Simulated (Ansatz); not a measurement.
ZnS (Wurtzite-2H):

```
CELL_PARAMETERS angstrom
3.81100 0.00000 0.00000
-1.90550 3.30042 0.00000
0.00000 0.00000 6.23400
ATOMIC_POSITIONS crystal
Zn 0.66667 0.33333 0.50000
Zn 0.33333 0.66667 0.00000
S 0.66667 0.33333 0.88500
S 0.33333 0.66667 0.38500
```

Base run:

| Quantity | Value |
| --- | --- |
| Program | Ansatz 0.2.0 |
| Functional | PBE |
| Potentials or basis | all-electron LAPW, scalar-relativistic |
| Cutoff | 264 eV |
| Density cutoff | 1057 eV |
| Basis error allowed | 0.002 eV/atom |
| k mesh | 8 × 8 × 5 |
| Occupations | fermi-dirac, width 0.05 eV |
| Spin | no spin polarisation |

Its results: band gap on the k mesh 2.25 eV, direct; pressure 2.3 GPa; largest force 0.319 eV/Å.

The run is repeated on the same cell with these changes: functional from PBE to PBEsol. What comes out?

Band gap on the k mesh 2.11 eV, direct; pressure -1.3 GPa; largest force 0.306 eV/Å.

PBEsol binds more tightly than PBE, so the same cell stands under less pressure.

Not every run made on this cell is shown here.
